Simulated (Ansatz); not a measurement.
The system is Ti2C.

```
Ti C
1.0
     1.54070    0.88952    4.81377
    -1.54070    0.88952    4.81377
     0.00000   -1.77905    4.81377
Ti C
2 1
Direct
  0.75450 0.75450 0.75450
  0.24550 0.24550 0.24550
  0.50000 0.50000 0.50000
```

The cell comes from a database or a generator and needn't be the stable form of this composition.

- Program: Ansatz 0.2.0
- Task: relaxation of cell and atoms
- Functional: PBEsol
- Potentials or basis: Ansatz PAW
- Cutoff: 420 eV (not typed: the program's choice for these potentials)
- k mesh: 10 × 10 × 10
- Occupations: fermi-dirac, width 0.05 eV
- Spin: no spin polarisation

At the start: volume 13.19 Å³/atom.

Question: How do energy, volume and symmetry change on relaxing?

Answer: It ends after 5 steps and the volume is 12.84 Å³/atom (-2.7 %); space group R-3m (No. 166, to 0.05 Å).

Step by step:
| step | energy change (eV) | largest force (eV/Å) | volume (Å³) |
| --- | --- | --- | --- |
| 1 | 0.0000 | 0.1878 | 39.58 |
| 2 | -0.0151 | 0.0993 | 38.60 |
| 3 | -0.0155 | 0.0345 | 38.51 |
| 4 | -0.0157 | 0.0000 | 38.52 |
| 5 | -0.0149 | 0.0001 | 38.52 |

Final structure:
```
Ti C
1.0
     1.52629    0.88120    4.77324
    -1.52629    0.88120    4.77324
     0.00000   -1.76240    4.77324
Ti C
2 1
Direct
  0.75414 0.75414 0.75414
  0.24586 0.24586 0.24586
  0.50000 0.50000 0.50000
```

Caveat: the plane-wave basis is chosen anew once the cell has moved, so the energies of steps on either side of that aren't comparable; the PAW data sets come from PBE, with cores solved anew for the run's functional, which leaves a small shift of forces and pressure.
